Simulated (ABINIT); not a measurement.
# Quasiparticle gap of RbCl (Fm-3m) in ABINIT, part 2 of 2

Wanted: ground state, empty states, screening and self-energy for RbCl (Fm-3m).

ABINIT 10.8.3; PBE and many-body steps on it, plane waves. Known limits of the many-body steps: not at the basis limit; no spin-orbit coupling.

So far. Step 2 (Ground state): The gap is direct, at Γ. Step 3 (Bands along the symmetry lines): The gap is 5.003 eV, as in the run before at this level.

### 4. Empty states on the mesh, 4×4×4 mesh, 250 bands

Level of this step: DFT, PBE, plane waves, norm-conserving pseudopotentials (ABINIT).

The sums over transitions need many empty states on a uniform mesh; this step solves for them.

The input, run.abi:

```
acell 3*1.0 Angstrom
rprim 
  -0.000000000000 3.289500000000 3.289500000000
  3.289500000000 -0.000000000000 3.289500000000
  3.289500000000 3.289500000000 -0.000000000000
ntypat 2
znucl 37 17
natom 2
typat 1 2
xred 
  0.000000000000 0.000000000000 0.000000000000
  0.500000000000 0.500000000000 0.500000000000
pp_dirpath "pseudos"
pseudos "Rb.upf, Cl.upf"
ecut 25
ngkpt 4 4 4
nshiftk 1
shiftk 0 0 0
kptopt 1
chksymbreak 0
irdden 1
istwfk *1
nband 250
prtvol 0
optdriver 6
gwr_task "HDIAGO"
paral_kgb 0
occopt 1
indata_prefix "in"
outdata_prefix "out"
tmpdata_prefix "tmp"
```

Command:

```console
$ OMP_NUM_THREADS=1 mpirun -n 4 abinit run.abi > log
```

Numbers of over 12 decimals in the logs are rounded to 6 here.

Log:

```text
[banner, memory and clock lines left out]
.Version 10.8.3 of ABINIT. v10.8.2 released Aug 2026.

 Symmetries : space group Fm -3 m (#225); Bravais cF (face-center cubic)
[... echo of the input left out ...]
== DATASET  1 ==================================================================
-   mpi_nproc: 4, omp_nthreads: 1 (-1 if OMP is not activated)

--- !DatasetInfo
iteration_state: {dtset: 1, }
dimensions: {natom: 2, nkpt: 8, mband: 250, nsppol: 1, nspinor: 1, nspden: 1, mpw: 2884, }
cutoff_energies: {ecut:  25.0, pawecutdg:  -1.0, }
electrons: {nelect:   1.60000000E+01, charge:   0.00000000E+00, occopt:   1.00000000E+00, tsmear:   1.00000000E-02, }

.Using double precision arithmetic; gwpc =  8

- Reading GS density from: in_DEN

--- Pseudopotential description ------------------------------------------------
- Rb Generated using ONCVPSP code by D. R. Hamann
- 37.00000   9.00000  171031                  znucl, zion, pspdat
12 -101130 2 -1 2308                          pspcod,pspxc,lmax,lloc,mmax
     nproj     2     2     2
  pspatm : epsatm=   34.45470878
         --- l  ekb(1:nproj) -->
             0    8.246201   -0.469081
             1    3.243116   -0.369397
             2   -1.026759    0.985281
 pspatm: atomic psp has been read  and splines computed

- Cl Generated using ONCVPSP code by D. R. Hamann
- 17.00000   7.00000  171031                  znucl, zion, pspdat
12 -101130 2 -1 1028                          pspcod,pspxc,lmax,lloc,mmax
     nproj     2     2     2
  pspatm : epsatm=    9.12776517
         --- l  ekb(1:nproj) -->
             0    8.139296    0.698720
             1    3.821713    1.107519
             2   -2.938609   -0.805455
 pspatm: atomic psp has been read  and splines computed

   6.97319583E+02                                ecore*ucvol(ha*bohr**3)

 Total charge density [el/Bohr^3]
)     Maximum=    3.1594E-01  at reduced coord.    0.1000    0.8750    0.9750
)     Minimum=    5.9485E-04  at reduced coord.    0.2500    0.2500    0.2500
   Integrated=    1.6000E+01

 === KS gaps after direct diagonalization ===
 Direct band gap semiconductor
 Fundamental gap:     5.003 (eV)
   VBM:    -1.409 (eV) at k: [ 0.0000E+00,  0.0000E+00,  0.0000E+00]
   CBM:     3.594 (eV) at k: [ 0.0000E+00,  0.0000E+00,  0.0000E+00]
 Direct gap:         5.003 (eV) at k: [ 0.0000E+00,  0.0000E+00,  0.0000E+00]

== END DATASET(S) ==============================================================

 -outvars: echo values of variables after computation  --------
           etotal      0.0000000000E+00
            nband         250
             nkpt           8
          spgroup         225
 [... the other variables as echoed above ...]

 Calculation completed.
```

The job ended after 34 s (4 MPI ranks of Arm Neoverse V2, shared host; peak memory 2 GiB; 2.2 min of CPU time).

This step gave:

| Item | Value |
| --- | --- |
| gap | 5.003 eV |
| k of the valence top | 0, 0, 0 |
| k of the conduction bottom | 0, 0, 0 |
| least direct gap | 5.003 eV |
| k points computed | 8 |
| lowest point of the top converged band, above the valence top | 121.9246 eV |

On this mesh the gap is 5.003 eV.

### 5. Screening, 4×4×4 mesh, 242 bands, screening to 190.5 eV

The RPA dielectric matrix is built and inverted for each q.

This step: RPA screening on PBE, plane waves, norm-conserving pseudopotentials.

Edit run.abi of step 4 so:

```diff
@@ -20,10 +20,11 @@
 chksymbreak 0
-irdden 1
 istwfk *1
-nband 250
-prtvol 0
-optdriver 6
-gwr_task "HDIAGO"
-paral_kgb 0
 occopt 1
+irdwfk 1
+optdriver 3
+nband 242
+ecuteps 7
+inclvkb 2
+awtr 1
+symchi 1
 indata_prefix "in"
```

Log:

```text
.Version 10.8.3 of ABINIT. v10.8.2 released Aug 2026.

 Symmetries : space group Fm -3 m (#225); Bravais cF (face-center cubic)
[... echo of the input left out ...]
== DATASET  1 ==================================================================
-   mpi_nproc: 4, omp_nthreads: 1 (-1 if OMP is not activated)

--- !DatasetInfo
iteration_state: {dtset: 1, }
dimensions: {natom: 2, nkpt: 8, mband: 242, nsppol: 1, nspinor: 1, nspden: 1, mpw: 2884, }
cutoff_energies: {ecut:  25.0, pawecutdg:  -1.0, }
electrons: {nelect:   1.60000000E+01, charge:   0.00000000E+00, occopt:   1.00000000E+00, tsmear:   1.00000000E-02, }

 SCREENING: Calculation of the susceptibility and dielectric matrices

 Based on a program developped by R.W. Godby, V. Olevano, G. Onida, and L. Reining.
 Incorporated in ABINIT by V. Olevano, G.-M. Rignanese, and M. Torrent.
.Using double precision arithmetic ; gwpc =  8

[... cell and pseudopotentials left out ...]
--------------------------------------------------------------------------------

 ==== K-mesh for the wavefunctions ====
 Number of points in the irreducible wedge :     8
[... list of points left out ...]
 Together with 48 symmetry operations and time-reversal symmetry
 yields    64 points in the full Brillouin Zone.

 ==== Q-mesh for the screening function ====
 Number of points in the irreducible wedge :     8
[... list of points left out ...]
 Together with 48 symmetry operations and time-reversal symmetry
 yields    64 points in the full Brillouin Zone.

 setmesh: FFT mesh size selected  =    30x   30x   30
          total number of points  =        27000

 vcoul_init : cutoff-mode = AUXILIARY_FUNCTION
 q-points for optical limit:   1
     1)      0.000010    0.000020    0.000030

- screening: taking advantage of time-reversal symmetry
- Maximum band index for partially occupied states nbvw = 8
- Remaining bands to be divided among processors   nbcw = 234
- Number of bands treated by each node ~58

 Number of electrons calculated from density =   16.0000; Expected =   16.0000
 average of density, n =  0.033305
 r_s =    1.9281
 omega_plasma =   17.6038 [eV]

 calculating chi0 at frequencies [eV] :
  1    0.000000E+00    0.000000E+00
  2    0.000000E+00    1.760384E+01

--------------------------------------------------------------------------------
  q-point number  1        q = ( 0.000000, 0.000000, 0.000000) [r.l.u.]
--------------------------------------------------------------------------------
[... chi0 elements left out ...]
 For q-point:  0.000010 0.000020 0.000030
  dielectric constant =   2.1893
  dielectric constant without local fields =   2.6008

  Average fulfillment of the sum rule on Im[epsilon] for q-point    1 :     89.17  [%]
[... wings left out ...]
  q-point number  2        q = ( 0.250000, 0.000000, 0.000000) [r.l.u.]
--------------------------------------------------------------------------------
[... chi0 elements left out ...]
  Average fulfillment of the sum rule on Im[epsilon] for q-point    2 :     92.25  [%]

 [... 6 further q-points ...]
```

Wall time 61 s (4 MPI ranks); peak memory 1.4 GiB; 4.1 min of CPU time.

Numbers from this step:

| Item | Value |
| --- | --- |
| ε∞ with local fields, on this mesh, along the program's q direction | 2.189 |
| the same without local fields | 2.601 |
| plasma frequency | 17.60 eV |
| plane waves in the screening matrix | 411 |

Local fields lower ε∞ by 16 %.

### 6. Self-energy, 4×4×4 mesh, 242 bands, screening to 190.5 eV

The self-energy is evaluated for the states that the input lists, and the levels follow from it, in one-shot runs by the linearised quasiparticle equation.

This step: G0W0 on PBE, plane waves, norm-conserving pseudopotentials.

Edit run.abi of step 5 so:

```diff
@@ -23,8 +23,15 @@
 irdwfk 1
-optdriver 3
+optdriver 4
 nband 242
+gwcalctyp 0
+ecutsigx 25
+symsigma 1
+nkptgw 1
+kptgw 
+  0.0000000000 0.0000000000 0.0000000000
+bdgw 
+  6 12
 ecuteps 7
-inclvkb 2
-awtr 1
-symchi 1
+irdscr 1
+ppmodel 1
 indata_prefix "in"
```

Log:

```text
.Version 10.8.3 of ABINIT. v10.8.2 released Aug 2026.

 Symmetries : space group Fm -3 m (#225); Bravais cF (face-center cubic)
[... echo of the input left out ...]
== DATASET  1 ==================================================================
-   mpi_nproc: 4, omp_nthreads: 1 (-1 if OMP is not activated)

--- !DatasetInfo
iteration_state: {dtset: 1, }
dimensions: {natom: 2, nkpt: 8, mband: 242, nsppol: 1, nspinor: 1, nspden: 1, mpw: 2884, }
cutoff_energies: {ecut:  25.0, pawecutdg:  -1.0, }
electrons: {nelect:   1.60000000E+01, charge:   0.00000000E+00, occopt:   1.00000000E+00, tsmear:   1.00000000E-02, }

 SIGMA: Calculation of the GW corrections

 Based on a program developped by R.W. Godby, V. Olevano, G. Onida, and L. Reining.
 Incorporated in ABINIT by V. Olevano, G.-M. Rignanese, and M. Torrent.
.Using double precision arithmetic ; gwpc =  8

[... cell and pseudopotentials left out ...]
--------------------------------------------------------------------------------

 ==== K-mesh for the wavefunctions ====
 Number of points in the irreducible wedge :     8
[... list of points left out ...]
 Together with 48 symmetry operations and time-reversal symmetry
 yields    64 points in the full Brillouin Zone.

 ==== Q-mesh for screening function ====
 Number of points in the irreducible wedge :     8
[... list of points left out ...]
 Together with 48 symmetry operations and time-reversal symmetry
 yields    64 points in the full Brillouin Zone.

 vcoul_init : cutoff-mode = AUXILIARY_FUNCTION
 q-points for optical limit:   1
     1)      0.000010    0.000020    0.000030
 setmesh: FFT mesh size selected  =    40x   40x   40
          total number of points  =        64000

 Number of electrons calculated from density =   16.0000; Expected =   16.0000
 average of density, n =  0.033305
 r_s =    1.9281
 omega_plasma =   17.6038 [eV]

 === KS Band Gaps ===
  >>>> For spin  1
   Minimum direct gap =   5.0027 [eV], located at k-point      :   0.0000  0.0000  0.0000
   Fundamental gap    =   5.0027 [eV], Top of valence bands at :   0.0000  0.0000  0.0000
                                       Bottom of conduction at :   0.0000  0.0000  0.0000
 SIGMA fundamental parameters:
 PLASMON POLE MODEL  1
 number of plane-waves for SigmaX                 2837
 number of plane-waves for SigmaC and W            411
 number of plane-waves for wavefunctions          2837
 number of bands                                   242
 number of independent spin polarizations            1
 number of spinorial components                      1
 number of k-points in IBZ                           8
 number of q-points in IBZ                           8
 number of symmetry operations                      48
 number of k-points in BZ                           64
 number of q-points in BZ                           64
 number of frequencies for dSigma/dE                 9
 frequency step for dSigma/dE [eV]                0.25
 number of omega for Sigma on real axis              0
 max omega for Sigma on real axis  [eV]           0.00
 zcut for avoiding poles [eV]                     0.10

 EPSILON^-1 parameters (SCR file):
 dimension of the eps^-1 matrix on file            411
 dimension of the eps^-1 matrix used               411
 number of plane-waves for wavefunctions          2837
 number of bands                                   242
 number of q-points in IBZ                           8
 number of frequencies                               2
 number of real frequencies                          1
 number of imag frequencies                          1

 matrix elements of self-energy operator (all in [eV])

 Perturbative Calculation

--- !SelfEnergy_ee
iteration_state: {dtset: 1, }
kpoint     : [   0.000,    0.000,    0.000, ]
spin       : 1
KS_gap     :    5.003
QP_gap     :    7.833
Delta_QP_KS:    2.831
data: !SigmaeeData |
     Band     E0 <VxcDFT>   SigX SigC(E0)      Z dSigC/dE  Sig(E)    E-E0       E
        6  -1.409 -14.024 -18.548   1.801   0.805  -0.242 -16.217  -2.193  -3.602
        7  -1.409 -14.024 -18.548   1.801   0.805  -0.242 -16.217  -2.193  -3.602
        8  -1.409 -14.024 -18.548   1.801   0.805  -0.242 -16.217  -2.193  -3.602
        9   3.594  -6.590  -3.001  -2.860   0.875  -0.143  -5.952   0.638   4.232
       10   6.578  -7.734  -3.429  -2.908   0.871  -0.148  -6.517   1.217   7.795
       11   6.578  -7.734  -3.429  -2.908   0.871  -0.148  -6.517   1.217   7.795
       12   6.578  -7.734  -3.429  -2.908   0.871  -0.148  -6.517   1.217   7.795

== END DATASET(S) ==============================================================
================================================================================

 -outvars: echo values of variables after computation  --------
           etotal      0.0000000000E+00
            nband         242
             nkpt           8
          spgroup         225
 [... the other variables as echoed above ...]

 Calculation completed.
```

Wall time 24 s (4 MPI ranks); peak memory 1.5 GiB.

This step gave:

```
G0W0 gap on the points computed              : 7.834 eV
starting gap on the mesh                     : 5.003 eV
k of the valence top                         : 0, 0, 0
k of the conduction bottom                   : 0, 0, 0
Z at the valence top                         : 0.805
Z at the conduction bottom                   : 0.875
least direct G0W0 gap on the computed points : 7.834 eV
```

The gap on the mesh goes from 5.00 eV to 7.83 eV, a correction of +2.83 eV.

Limits: finite bands, cutoff and mesh; no spin-orbit coupling. v1 is the top filled band, c1 the lowest empty one. The levels before and after the correction (eV, zero at the valence-band top of each column):

```csv
,conduction bottom,valence top
Kohn-Sham,5.00,0.00
G0W0,7.83,0.00
```

```
             level  energy (eV)
Kohn-Sham  Γ v3-v1        0.000
Kohn-Sham     Γ c1        5.003
Kohn-Sham  Γ c2-c4        7.987
     G0W0  Γ v3-v1        0.000
     G0W0     Γ c1        7.834
     G0W0  Γ c2-c4       11.397
```

### 7. Where the time went

Times are wall times on 4 MPI ranks of Arm Neoverse V2, shared host, good to a factor of about two.

```
                          step   time  share  memory (GiB)
                  ground state  5.7 s    4 %          0.29
bands along the symmetry lines  9.8 s    7 %          0.27
      empty states on the mesh   34 s   25 %           2.0
                     screening   61 s   45 %           1.4
                   self-energy   24 s   18 %           1.5
```

### 8. Outcome

```yaml
pbe_gap: 5.00 eV, direct
g0w0_gap_on_the_mesh: 7.83 eV
gw_settings: 4×4×4 mesh, 242 bands, screening to 190.5 eV, Godby-Needs plasmon pole
known_limits: not at the basis limit; no spin-orbit coupling
```

G0W0 moves the gap on the mesh from 5.00 eV to 7.83 eV (+2.83 eV), with Z of 0.81 and 0.88 at the edges. Local fields lower the RPA ε∞ on this mesh from 2.60 to 2.19. Only 1 of the mesh's irreducible points was corrected, so a valley elsewhere could overtake. The dearest step here is «screening». Bands and cutoff are finite, so the gap is not at the basis limit. The miss can reach some tenths of an eV and take either sign; the mesh is an error of its own. In the G0W0 run levels were corrected at 1 k point alone, so a gap called «on the mesh» is the least over those, and an edge elsewhere would be missed. The many-body steps are scalar-relativistic: spin-orbit coupling is not in them.

[Paths, hosts, dates, memory and timing lines, banners, echoed tables and standing remarks are left out of the program output.]

[Logs are printed without paths, hosts, clocks, repeated set-up lines and the standing remarks that a program may print on its own settings, such as how far it seeks lower states.]

[Runs of the session that timed out or met a known fault of the program may be left out.]

[Hosts, paths, dates, database ids (printed as entryN), source tags and the programs' standing remarks are cut or masked in the printed files.]

[G0W0 gaps are taken among the corrected bands and points alone; a level outside them can change the order at an edge.]

[Where Ansatz stands beside ABINIT at settings called matched, ABINIT's density can come from a denser mesh and the files from another edition; pairs whose starting gaps differed by over 0.03 eV were left out, so agreement reads better than it is.]
